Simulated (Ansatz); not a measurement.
# AlN (Fm-3m) in Ansatz: relaxation of cell and atoms with B3LYP

Aim: the relaxation of cell and atoms of AlN with B3LYP.

Everything below comes from runs of Ansatz 0.2.0. Logs are shortened: lines on timing, memory, paths and dates and some standing lists are left out, and cuts for length are marked.

### 1 The crystal as given

Symmetry: Fm-3m, No. 225, cubic system. The conventional cell has a = 4.069 Å, b = 4.069 Å, c = 4.069 Å, α = 90.00°, β = 90.00°, γ = 90.00°. Around Al (site symmetry m-3m) lie 6 N at 2.03 Å. N (site symmetry m-3m) has 6 Al at 2.03 Å as nearest neighbours.

Measurements of this composition are mostly on another form, of space group No. 186.

### 2 Relaxation of cell and atoms, B3LYP

Contents of input.yaml:

```yaml
crystal:
  lattice:
    - [0.0, 2.034518, 2.034518]
    - [2.034518, 0.0, 2.034518]
    - [2.034518, 2.034518, 0.0]
  atoms:
    - { symbol: Al, position: [0.5, 0.5, 0.5] }
    - { symbol: "N", position: [0.0, 0.0, 0.0] }
hamiltonian:
  xc: b3lyp
  pseudopotentials: { kind: paw }
kpoints:
  mp_grid: { grid: [6, 6, 6] }
scf:
  occupations: { method: fermi_dirac, width: 0.05 }
output:
  forces: true
  stress: true
  eigenvalues: true
relax:
  f_tol: 0.01
  max_steps: 40
  cell: { stress_tol: 0.05 }
```

Potentials or basis: Ansatz PAW.

Run with:

```bash
$ ansatz run input.yaml --threads 2 --pin off --max-ram 5632MiB --backend cpu --events-out ev --progress --plain --runs-dir out
```

Log:

```text
Warning: RAYON_NUM_THREADS=2 ignored (pool sized by the plan → 2); use --threads N
Engine: ansatz 0.2.0, x86_64-unknown-linux-gnu
Pseudopotentials: kind: paw
Pseudopotential: Al, paw, valence charge 3, recommended cutoff 420 eV (normal), Al.paw.azcp
Pseudopotential: N, paw, valence charge 5, recommended cutoff 420 eV (normal), N.paw.azcp
Functional definition: B3LYP
  parameter a0 = 0.2
  parameter ax = 0.72
  parameter ac = 0.81
  exchange = (1 - a0 - ax)*slater_x + ax*b88_x + a0*exact_x
  correlation = (1 - ac)*vwn_rpa_c + ac*lyp_c
Crystal: 2 atoms, lattice volume = 16.843 Å³
Basis set: ecut = 420 eV, 331 PW (Γ), exchange–correlation on 40×40×40 points (8 copies of the dense FFT grid, shifted against one another)
Bands: 8, of which v1, the nominal top of the filled ones, is band 4 counted from 1 (3 counted from 0)
Symmetry: 48 space group operations
Space group: Fm-3m (ITA 225), of the structure as read, at distance tolerance 2.6e-5 Å
k-points: 16 of 216
Non-local potential: Al, projectors of the file, l = 0: 2, l = 1: 2, l = 2: 1
Non-local potential: N, projectors of the file, l = 0: 2, l = 1: 2, l = 2: 1
PAW form: soft (Blöchl's): semilocal exchange-correlation on the pseudo side does not see the compensation charge
PAW frozen core: Al, regenerated for the run's functional, and the local potential with it (the file was generated under x = pbe(κ = 0.804, μ = 0.2195149727645171), c = pbe(β = 0.06672455060314922))
PAW frozen core: N, regenerated for the run's functional, and the local potential with it (the file was generated under x = pbe(κ = 0.804, μ = 0.2195149727645171), c = pbe(β = 0.06672455060314922))
PAW one-centre angular grid: Al, 110 points (default); XC on 64 Gauss nodes
PAW one-centre angular grid: N, 110 points (default); XC on 64 Gauss nodes
Initial density: superposition of atomic densities (neutral atoms: chi_scale 0, normalization atom), corrected by the library's trained network
Initial wavefunctions: pseudopotential atomic-orbital guess
Functional: x = 0.1 slater + 0.9 b88, c = 0.19 vwn_rpa + 0.81 lyp, warm-up for x = 0.08 slater + 0.72 b88 + 0.2 exact, c = 0.19 vwn_rpa + 0.81 lyp
SCF iter   1: F=—  HF=-928.393636 eV  |F-HF|=—  |Δ(HF+E_count)|=         —  Δρ=2.30e-2  dr2=7.65e-2  ethr=1.77e-3  ⟨swp⟩=6.6  Hψ=615  notcnv=0
preconditioner: auto → none  [insulator: Δε(μ)=4.804 eV  Ē_g=16.795 eV  σ=0.050 eV  W_gap=1.00  n_scr=0 (ndim 8)  ℏωp=25.6 eV  f_vac=0.000  D(μ)=0.00/eV (n_scr^D=0)]
iter 2 solved again at ethr=8.65e-5 eV; its pass at ethr=9.56e-4 eV (dr2=6.92e-3 eV) is discarded
SCF iter   2: F=—  HF=-928.372860 eV  |F-HF|=—  |Δ(HF+E_count)|=   2.08e-2  Δρ=7.02e-3  dr2=6.93e-3  ethr=8.65e-5  ⟨swp⟩=2.2  Hψ=574  notcnv=0  defer=2
SCF iter   3: F=-928.370736 eV  HF=-928.370641 eV  |F-HF|=9.49e-5  |Δ(HF+E_count)|=   2.22e-3  Δρ=1.21e-3  dr2=1.53e-4  ethr=8.65e-5  ⟨swp⟩=3.0  Hψ=270  notcnv=0  defer=1
SCF 1 stopped early in 3 iterations: F = -928.370736 eV  dr2 = 1.53e-4
Initial density: handed on by an earlier stage of this run
Initial wavefunctions: those handed on with the density
Functional: x = 0.08 slater + 0.72 b88 + 0.2 exact, c = 0.19 vwn_rpa + 0.81 lyp
Frozen-core exchange: fock
SCF iter   1: F=—  HF=-929.393350 eV  |F-HF|=—  |Δ(HF+E_count)|=         —  Δρ=5.43e-3  dr2=2.45e-3  ethr=1.91e-5  ⟨swp⟩=5.3  Hψ=552  notcnv=0
preconditioner: auto → none  [insulator: Δε(μ)=6.244 eV  Ē_g=19.148 eV  σ=0.050 eV  W_gap=1.00  n_scr=0 (ndim 8)  ℏωp=25.6 eV  f_vac=0.000  D(μ)=0.00/eV (n_scr^D=0)]
SCF iter   2: F=—  HF=-929.392736 eV  |F-HF|=—  |Δ(HF+E_count)|=   6.14e-4  Δρ=2.58e-3  dr2=6.98e-4  ethr=1.91e-5  ⟨swp⟩=2.0  Hψ=192  notcnv=0
SCF iter   3: F=—  HF=-929.392603 eV  |F-HF|=—  |Δ(HF+E_count)|=   1.34e-4  Δρ=9.92e-5  dr2=1.79e-4  ethr=5.94e-6  ⟨swp⟩=2.0  Hψ=209  notcnv=0
SCF iter   4: F=—  HF=-929.394342 eV  |F-HF|=—  |Δ(HF+E_count)|=   1.74e-3  Δρ=4.29e-4  dr2=2.75e-5  ethr=9.66e-9  ⟨swp⟩=5.0  Hψ=378  notcnv=0
SCF iter   5: F=—  HF=-929.394333 eV  |F-HF|=—  |Δ(HF+E_count)|=   8.72e-6  Δρ=1.31e-5  dr2=1.99e-6  ethr=9.66e-9  ⟨swp⟩=4.0  Hψ=299  notcnv=0
SCF iter   6: F=-929.394349 eV  HF=-929.394349 eV  |F-HF|=2.35e-7  |Δ(HF+E_count)|=   1.57e-5  Δρ=4.60e-5  dr2=4.13e-7  ethr=1.81e-10  ⟨swp⟩=5.0  Hψ=347  notcnv=0
SCF 2 stopped early in 6 iterations: F = -929.394349 eV  dr2 = 4.13e-7
hybrid outer 1: dexx = +1.856e-3 eV, tail = 2.55e-6 eV
Frozen-core exchange: fock
[... 61 lines left out ...]
SCF iter   3: F=—  HF=-929.397188 eV  |F-HF|=—  |Δ(HF+E_count)|=   5.16e-9  Δρ=1.01e-6  dr2=1.02e-10  ethr=2.17e-11  ⟨swp⟩=3.1  Hψ=236  notcnv=0
SCF iter   4: F=-929.397188 eV  HF=-929.397188 eV  |F-HF|=2.27e-13  |Δ(HF+E_count)|=  3.22e-11  Δρ=1.02e-7  dr2=2.59e-12  ethr=1.25e-12  ⟨swp⟩=2.9  Hψ=221  notcnv=0
SCF 9 converged in 4 iterations: F = -929.397188 eV  dr2 = 2.59e-12
  Residual-converged pass: ⟨swp⟩=4.0  Hψ=309  notcnv=0  max |occ|·‖R‖ = 9.2e-9 eV (tolerance 1.0e-8 eV)  dr2=2.73e-12  dr2_onsite=2.76e-13  max |Δocc| = 0.0e0
hybrid outer 2: dexx = +9.126e-9 eV, tail = 2.38e-10 eV, Δε = 4.72e-4 eV (about 9.26e-6 eV left of the loop's levels)
Frozen-core exchange: fock
SCF iter   1: F=—  HF=-929.397188 eV  |F-HF|=—  |Δ(HF+E_count)|=         —  Δρ=9.44e-7  dr2=1.02e-10  ethr=1.48e-11  ⟨swp⟩=5.5  Hψ=451  notcnv=0
SCF iter   2: F=-929.397188 eV  HF=-929.397188 eV  |F-HF|=4.55e-13  |Δ(HF+E_count)|=  3.65e-11  Δρ=4.05e-8  dr2=2.40e-13  ethr=1.26e-12  ⟨swp⟩=3.0  Hψ=230  notcnv=0
SCF 10 converged in 2 iterations: F = -929.397188 eV  dr2 = 2.40e-13
  Residual-converged pass: ⟨swp⟩=4.0  Hψ=300  notcnv=0  max |occ|·‖R‖ = 8.9e-9 eV (tolerance 1.0e-8 eV)  dr2=1.80e-13  dr2_onsite=4.81e-14  max |Δocc| = 0.0e0
hybrid outer 3: dexx = +3.064e-12 eV, tail = 6.35e-13 eV, Δε = 6.22e-6 eV (about 4.22e-7 eV left of the loop's levels), ΔF = 2.79e-31 eV/Å (tail 8.05e-32)
relax step   3: F+E_penalty+E_count = -929.39718847 eV  Δ(F+E_penalty+E_count) = -8.865e-4 eV  max|allowed force component| = 1.068e-31 eV/Å  Δτ_max = 0.0000 Å  P = +0.028 GPa  Ω = 16.636 Å³  energy of the carried Pulay correction = +7.069e-4 eV  (11 SCF iters, accepted)
Frozen-core exchange: fock
iter 1 solved again at ethr=5.40e-9 eV; its pass at ethr=1.00e-1 eV (dr2=4.32e-7 eV) is discarded
SCF iter   1: F=—  HF=-929.396458 eV  |F-HF|=—  |Δ(HF+E_count)|=         —  Δρ=7.84e-5  dr2=1.99e-7  ethr=5.40e-9  ⟨swp⟩=11.6  Hψ=1083  notcnv=0
preconditioner: auto → none  [insulator: Δε(μ)=6.526 eV  Ē_g=19.677 eV  σ=0.050 eV  W_gap=1.00  n_scr=0 (ndim 8)  ℏωp=25.8 eV  f_vac=0.000  D(μ)=0.00/eV (n_scr^D=0)]
SCF iter   2: F=—  HF=-929.396458 eV  |F-HF|=—  |Δ(HF+E_count)|=   1.85e-7  Δρ=3.55e-5  dr2=5.01e-8  ethr=2.26e-9  ⟨swp⟩=3.0  Hψ=228  notcnv=0
SCF iter   3: F=—  HF=-929.396458 eV  |F-HF|=—  |Δ(HF+E_count)|=   6.50e-8  Δρ=1.51e-5  dr2=1.55e-8  ethr=4.00e-10  ⟨swp⟩=2.1  Hψ=193  notcnv=0
SCF iter   4: F=—  HF=-929.396458 eV  |F-HF|=—  |Δ(HF+E_count)|=   1.63e-7  Δρ=1.15e-5  dr2=1.72e-8  ethr=5.03e-11  ⟨swp⟩=5.0  Hψ=521  notcnv=0  defer=52
iter 5 solved again at ethr=1.00e-12 eV; its pass at ethr=5.03e-11 eV (dr2=2.03e-11 eV) is discarded
SCF iter   5: F=-929.396458 eV  HF=-929.396458 eV  |F-HF|=8.73e-10  |Δ(HF+E_count)|=   6.26e-9  Δρ=4.45e-7  dr2=1.04e-10  ethr=1.00e-12  ⟨swp⟩=3.0  Hψ=618  notcnv=0
SCF 11 stopped early in 5 iterations: F = -929.396458 eV  dr2 = 1.04e-10
hybrid outer 1: dexx = +1.592e-7 eV, tail = 7.08e-10 eV
Frozen-core exchange: fock
SCF iter   1: F=—  HF=-929.396458 eV  |F-HF|=—  |Δ(HF+E_count)|=         —  Δρ=1.47e-6  dr2=2.53e-10  ethr=4.42e-11  ⟨swp⟩=9.9  Hψ=636  notcnv=0
SCF iter   2: F=-929.396458 eV  HF=-929.396458 eV  |F-HF|=1.25e-12  |Δ(HF+E_count)|=  8.83e-11  Δρ=1.45e-7  dr2=1.90e-12  ethr=3.08e-12  ⟨swp⟩=3.0  Hψ=227  notcnv=0
SCF 12 converged in 2 iterations: F = -929.396458 eV  dr2 = 1.90e-12
  Residual-converged pass: ⟨swp⟩=4.0  Hψ=316  notcnv=0  max |occ|·‖R‖ = 7.6e-9 eV (tolerance 1.0e-8 eV)  dr2=1.72e-12  dr2_onsite=8.86e-14  max |Δocc| = 0.0e0
hybrid outer 2: dexx = +1.264e-11 eV, tail = 4.19e-12 eV, Δε = 7.86e-6 eV (about 6.23e-7 eV left of the loop's levels)
relax step   4: F+E_penalty+E_count = -929.39645843 eV  Δ(F+E_penalty+E_count) = +7.300e-4 eV  max|allowed force component| = 5.341e-32 eV/Å  Δτ_max = 0.0000 Å  P = -0.039 GPa  Ω = 16.636 Å³  stress off target by 3.94e-2 GPa  SCF on the basis re-selected at this cell (its energy is not comparable with the rows above)  (7 SCF iters)
basis re-selected at this cell: Δ(F+E_penalty+E_count) = +7.300e-4 eV, ΔP = -0.068 GPa vs the last step (what re-selecting the basis moved, of the pressure what is left beyond the Pulay correction that the steps carried, after the strain that the cell walked since its last selection, with what the two solves' SCF thresholds leave and, on support functions, any second-order correction that the steps lacked; it is no measure of the basis error at this ecutwfc). This SCF's stress stands 3.94e-2 GPa from its target on what of the cell is left free (relax.cell.stress_tol is 5.00e-2 GPa) and its largest allowed force component is 5.34e-32 eV/Å (relax.f_tol is 1.00e-2 eV/Å): within both
hybrid SCF converged: 2 outer / 7 inner (+0 warm-up), last move |dexx| = 1.26e-11 eV, tail = 4.19e-12 eV
Stability not checked: this state was not tested for a lower state beside it, because the functional holds exact exchange (a hybrid, or Hartree-Fock), whose exchange loop this test does not read (fock_operator; see scf.lower_state_search)
Free energy (F): -929.396458 eV
Frozen-core exchange: fock
Harris-Foulkes:  -929.396458 eV  (|F-HF|=1.25e-12)
Internal energy: -929.396458 eV  (E = F + TS)
E sigma→0 (E₀):  -929.396458 eV
Fermi energy:    13.503879 eV
--- Per-component energies (eV) ---
  E_band       = 28.678316
  E_kinetic    = 164.208866
  E_local      = -173.036554  (includes V_loc(G=0)·N_el)
  E_nonlocal   = 54.449823
  E_hartree    = 63.899537
  E_xc         = -84.297455
  E_vxc        = -89.195160  (∫ρ·V_xc dr)
  E_exx        = -17.264475  (= α·E_x^exact, valence–valence)
  E_paw        = -602.277773  (= ΣΔE_a)
  E_vpaw       = -21.018878  (= ΣTr[D̂ρ^β])
  E_aug_tail   = 0.000098  (compensation charges beyond the density's cutoff)
  E_ewald      = -335.049256
  E_core_change = -0.029270  (= ΣΔE_core)
  E_smearing   = -0.000000  (= −TS)
  E_closure    = -0.000000  (closes the sum)
  Σ components = -929.396458   (vs F -929.396458, Δ=-1.14e-13)
--- Forces (eV/Å), atoms counted from 1 ---
  atom   1  Al     0.00000000     0.00000000    -0.00000000
  atom   2  N      0.00000000     0.00000000    -0.00000000
  max |Σ_I F_I| component: 3.37e-31 eV/Å
--- Stress (GPa, compression-positive) ---
       -0.039368      -0.000000      -0.000000
       -0.000000      -0.039368      -0.000000
       -0.000000      -0.000000      -0.039368
  P = ⅓ Tr σ = -0.0394 GPa (-0.394 kbar)
--- Band table (eV; the first three rows and the last of 16) ---
  k-point 0: bands = ["-8.3371", "10.3118", "10.3118", "10.3118", "17.9619", "24.5109", "24.5109", "24.5109"]
  k-point 1: bands = ["-7.7537", "7.8413", "9.9899", "9.9899", "19.1749", "23.2337", "25.0789", "25.0789"]
  k-point 2: bands = ["-6.2088", "3.8295", "9.4294", "9.4294", "18.9209", "24.0135", "24.0135", "24.7534"]
  k-point 15: bands = ["-3.8911", "3.4668", "5.6483", "6.5269", "19.0953", "20.7433", "25.3435", "26.1687"]
--- Relaxed structure (3 steps of the walk, 3 accepted, 1 SCFs on fresh bases) ---
  F+E_penalty+E_count = -929.39645843 eV   max|allowed force component| = 5.341e-32 eV/Å   (the final SCF, on the basis selected at the relaxed cell)
  cell:  # Å, volume = 16.6360 Å³
    - [-5.350140634540371e-34, 2.0261544956709074, 2.0261544956709074]
    - [2.0261544956709074, -2.35660956521421e-34, 2.0261544956709074]
    - [2.0261544956709074, 2.0261544956709074, 5.795985687418733e-34]
  atoms:
    - { symbol: Al, position: [0.5, 0.5, 0.5] }
    - { symbol: N, position: [1.2227267153695148e-34, -9.860699317496073e-35, -5.127563645097893e-35] }
```

Run time: 7.9 s. Hardware: 2 threads of Intel Xeon 6975P-C (Granite Rapids), shared host; peak memory 0.57 GiB.

What came out:

```yaml
Free_energy: -929.3965 eV
Relaxed_volume: 8.32 Å³/atom
Relaxed_cell: a = 2.865 Å, b = 2.865 Å, c = 2.865 Å, α = 60.00°, β = 60.00°, γ = 60.00°
Space_group_after_relaxing_to_0.05_Å: Fm-3m (No. 225)
Energy_gained_by_relaxing: 1.0 meV/atom
Ionic_steps: 4
Pressure_after_relaxing: 0.0 GPa
Band_gap_on_the_k_mesh: 6.38 eV, indirect (least direct gap 7.65 eV)
```

Step by step:
```tsv
step	energy change (eV)	largest force (eV/Å)	volume (Å³)
1	0.0000	0.0000	16.84
2	-0.0019	0.0000	16.74
3	-0.0028	0.0000	16.64
4	-0.0021	0.0000	16.64
```

Final structure:
```yaml
crystal:
  lattice:
    - [0.00000, 2.02615, 2.02615]
    - [2.02615, 0.00000, 2.02615]
    - [2.02615, 2.02615, 0.00000]
  atoms:
    - { symbol: Al, position: [0.50000, 0.50000, 0.50000] }
    - { symbol: N, position: [0.00000, 0.00000, 0.00000] }
```

Levels at points of the mesh, in eV from the valence-band top:
```csv
k point,band 1,band 2,band 3,band 4,band 5,band 6,band 7,band 8
"(0.00, 0.00, 0.00)",-18.65,0.00,0.00,0.00,7.65,14.20,14.20,14.20
"(0.00, 0.00, -0.50)",-15.31,-8.64,-1.13,-1.13,8.22,13.05,13.05,15.65
"(0.00, -0.50, -0.50)",-14.32,-7.65,-2.92,-2.92,6.38,7.36,16.56,19.68
```

Caveat: the k mesh is coarse (spacing up to 0.45 Å⁻¹), so the values aren't converged, least of all with exact exchange; the plane-wave basis is chosen anew once the cell has moved, so the energies of steps on either side of that aren't comparable; the pressure holds a Pulay correction of +0.6 GPa for the finite cutoff; the PAW data sets come from PBE, with cores solved anew for the run's functional, which leaves a small shift of forces and pressure.
